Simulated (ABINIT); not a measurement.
# Sb (R-3m) in ABINIT: single point with LDA

Aim: the single point of Sb with LDA.

Program: ABINIT 10.8.3 (patched build). These are calculated values, not measurements. Logs are shortened: lines on timing, memory, paths and dates and some standing lists are left out, and cuts for length are marked. The log counts tension as positive stress, the text compression.

## (1) The structure

It takes space group R-3m (No. 166, trigonal). Conventional cell: a = 4.308 Å, b = 4.308 Å, c = 11.274 Å, α = 90.00°, β = 90.00°, γ = 120.00°. Around Sb (site symmetry 3m) lie 3 Sb at 2.91 Å.

## (2) Single point, LDA

The input, run.abi:

```
# Pseudopotentials
pp_dirpath "./"
pseudos "Sb.upf"

# Structure
acell 4.5066618304 4.5066618304 4.5066618304 Angstrom
rprim
     0.4780034715     0.2759754330     0.8338766345
    -0.4780034715     0.2759754330     0.8338766345
     0.0000000000    -0.5519508659     0.8338766345
ntypat 1
znucl 51
natom 2
typat 1 1
xred
     0.7665100000     0.7665100000     0.7665100000
     0.2334900000     0.2334900000     0.2334900000

# Plane-wave basis
ecut 40.0

# k points
kptopt 1
ngkpt 6 6 6
nshiftk 1
shiftk 0.0 0.0 0.0

# Exchange and correlation
ixc 7

# Bands and occupations
nband 19
occopt 3
tsmear 0.05 eV

# SCF cycle
nstep 100
tolvrs 1.0e-10

# Output
iomode 3
prtwf 0
prtden 0
prteig 0
prtebands 0
enunit 1
prtvol 2
```

Potentials or basis: PseudoDojo NC SR LDA v0.4.1 standard.

Started as:

```console
> abinit run.abi > log 2>&1
```

run.abo:

```text
.Version 10.8.3 of ABINIT
 Symmetries : space group R-3 m (#166); Bravais hR (rhombohedral)
================================================================================
 Values of the parameters that define the memory need of the present run
     intxc =       0    ionmov =       0      iscf =       7    lmnmax =       6
     lnmax =       6     mgfft =      50  mpssoang =       3    mqgrid =    3001
     natom =       2  nloc_mem =       1    nspden =       1   nspinor =       1
    nsppol =       1      nsym =      12    n1xccc =    2501    ntypat =       1
    occopt =       3   xclevel =       1
       mpw =        4946          nfft =      125000          nkpt =          32
================================================================================
================================================================================

--------------------------------------------------------------------------------
------------- Echo of variables that govern the present computation ------------
--------------------------------------------------------------------------------
 -outvars: echo values of preprocessed input variables --------
            acell      8.5163566015E+00  8.5163566015E+00  8.5163566015E+00 Bohr
              amu      1.21753000E+02
             ecut      4.00000000E+01 Hartree
           enunit           1
              ixc           7
         kptrlatt        6    0    0      0    6    0      0    0    6
          kptrlen      4.88501762E+01
            natom           2
            nband          19
            ngfft          50      50      50
             nkpt          32
            nstep         100
             nsym          12
           ntypat           1
           occopt           3
           prtden           0
        prtebands           0
           prteig           0
           prtvol           2
            prtwf           0
            rprim      4.7800347150E-01  2.7597543300E-01  8.3387663450E-01
                      -4.7800347150E-01  2.7597543300E-01  8.3387663450E-01
                       0.0000000000E+00 -5.5195086590E-01  8.3387663450E-01
          spgroup         166
           tolvrs      1.00000000E-10
           tsmear      1.83746611E-03 Hartree
            typat      1  1
           xangst     -1.9600689293E-17  3.4544038161E-10  8.6416337399E+00
                       2.0641277953E-17  1.0522601094E-10  2.6323662600E+00
            xcart     -3.7039934642E-17  6.5278771408E-10  1.6330321049E+01
                       3.9006362220E-17  1.9884834201E-10  4.9744512944E+00
             xred      7.6651000000E-01  7.6651000000E-01  7.6651000000E-01
                       2.3349000000E-01  2.3349000000E-01  2.3349000000E-01
            znucl       51.00000

================================================================================

 chkinp: Checking input parameters for consistency.

[... 256 lines left out ...]
 -22.41097  -22.40666   -5.80439    0.54400    4.64618    4.81308    5.26051    8.43793
   8.62480    8.67895   11.28699
 kpt#   3, nband= 19, wtk=  0.02778, kpt=  0.3333  0.0000  0.0000 (reduced coord)
 -22.64493  -22.62271  -22.57485  -22.55813  -22.54072  -22.50654  -22.50296  -22.48648
 -22.44901  -22.43381   -4.90964   -1.45854    4.72187    4.74606    5.78798    7.32292
   7.40103    7.60410   12.37940
 kpt#   4, nband= 19, wtk=  0.01389, kpt=  0.5000  0.0000  0.0000 (reduced coord)
 -22.62911  -22.58154  -22.56820  -22.54518  -22.53349  -22.52508  -22.51057  -22.50129
 -22.47330  -22.45104   -3.76332   -3.04074    4.74502    4.84606    6.35555    6.40605
   6.80505    7.14272   14.30137
 kpt#   5, nband= 19, wtk=  0.02778, kpt=  0.1667  0.1667  0.0000 (reduced coord)
[... 96 lines left out ...]
 -22.64244  -22.61761  -22.57510  -22.55376  -22.53788  -22.50470  -22.50467  -22.48547
 -22.46008  -22.43581   -3.78414   -2.24346    1.58192    3.86938    4.53305    8.92086
   9.07150   11.74977   12.05429
 kpt#  30, nband= 19, wtk=  0.02778, kpt=  0.5000  0.5000  0.3333 (reduced coord)
 -22.64445  -22.62399  -22.57552  -22.56615  -22.54564  -22.49499  -22.49317  -22.48379
 -22.45800  -22.43420   -4.44054   -2.10800    3.22947    4.31835    5.19148    8.29189
   8.38160    9.78613   11.95681
 kpt#  31, nband= 19, wtk=  0.02778, kpt= -0.3333  0.5000  0.3333 (reduced coord)
 -22.64547  -22.61904  -22.57082  -22.56512  -22.53776  -22.50698  -22.49112  -22.48820
 -22.45939  -22.43387   -3.91169   -2.12970    1.99267    2.70904    6.26573    7.05998
  10.87152   10.98502   12.42534
 kpt#  32, nband= 19, wtk=  0.00463, kpt=  0.5000  0.5000  0.5000 (reduced coord)
 -22.63198  -22.63198  -22.57236  -22.57236  -22.54672  -22.48957  -22.48957  -22.48909
 -22.44886  -22.44886   -4.58212   -2.39433    5.36562    5.36562    6.12002    6.78517
   6.78517    7.72368   13.70267
 Total charge density [el/Bohr^3]
)     Maximum=    1.4754E+00  at reduced coord.    0.7000    0.7200    0.8600
)Next maximum=    1.4754E+00  at reduced coord.    0.7200    0.7000    0.8600
)     Minimum=    3.3206E-03  at reduced coord.    0.0000    0.0000    0.0000
)Next minimum=    3.3456E-03  at reduced coord.    0.9800    0.0200    0.0000
   Integrated=    3.0000E+01

--- !EnergyTerms
iteration_state     : {dtset: 1, }
comment             : Components of total free energy in Hartree
kinetic             :  1.06105924931820E+02
hartree             :  4.43035137105643E+01
xc                  : -4.47906497264117E+01
Ewald energy        : -1.07854485023925E+02
psp_core            :  3.90904042962443E+00
local_psp           : -1.44461664826342E+02
non_local_psp       : -3.86900449899404E+01
internal            : -1.81478365494610E+02
'-kT*entropy'       : -9.18257786043608E-05
total_energy        : -1.81478457320389E+02
total_energy_eV     : -4.93828039746988E+03
band_energy         : -1.61440439261495E+01
...

 Cartesian components of stress tensor (hartree/bohr^3)
  sigma(1 1)=  3.76870074E-05  sigma(3 2)= -3.84799777E-13
  sigma(2 2)=  3.76870058E-05  sigma(3 1)=  0.00000000E+00
  sigma(3 3)=  4.56260363E-05  sigma(2 1)=  0.00000000E+00

-Cartesian components of stress tensor (GPa)         [Pressure= -1.1866E+00 GPa]
- sigma(1 1)=  1.10879004E+00  sigma(3 2)= -1.13212003E-08
- sigma(2 2)=  1.10878999E+00  sigma(3 1)=  0.00000000E+00
- sigma(3 3)=  1.34236433E+00  sigma(2 1)=  0.00000000E+00

== END DATASET(S) ==============================================================
================================================================================

 -outvars: echo values of variables after computation  --------
            acell      8.5163566015E+00  8.5163566015E+00  8.5163566015E+00 Bohr
           etotal     -1.8147845732E+02
            fcart     -9.4484979974E-20 -1.6403522298E-19  1.1985101007E-03
                       9.4484979974E-20  1.6403522298E-19 -1.1985101007E-03
            rprim      4.7800347150E-01  2.7597543300E-01  8.3387663450E-01
                      -4.7800347150E-01  2.7597543300E-01  8.3387663450E-01
                       0.0000000000E+00 -5.5195086590E-01  8.3387663450E-01
           strten      3.7687007381E-05  3.7687005807E-05  4.5626036291E-05
                      -3.8479977670E-13  0.0000000000E+00  0.0000000000E+00
           xangst     -1.9600689293E-17  3.4544038161E-10  8.6416337399E+00
                       2.0641277953E-17  1.0522601094E-10  2.6323662600E+00
             xred      7.6651000000E-01  7.6651000000E-01  7.6651000000E-01
                       2.3349000000E-01  2.3349000000E-01  2.3349000000E-01
 Calculation completed.
```

It took 89 s on 1 thread of Arm Neoverse V2, shared host; peak memory 0.12 GiB.

Results:

```yaml
Free_energy: -4938.2804 eV
Pressure: -1.2 GPa
Largest_force: 0.062 eV/Å
Band_gap_on_the_k_mesh: none (metal or under the smearing width)
Valence_electrons_inside_the_program's_atomic_spheres: Sb 11.22 (radii [1.0584] Å)
```

Forces in eV/Å, atoms in the order of the input:
```
Sb   0.000  0.000  0.062
Sb   0.000  0.000 -0.062
```
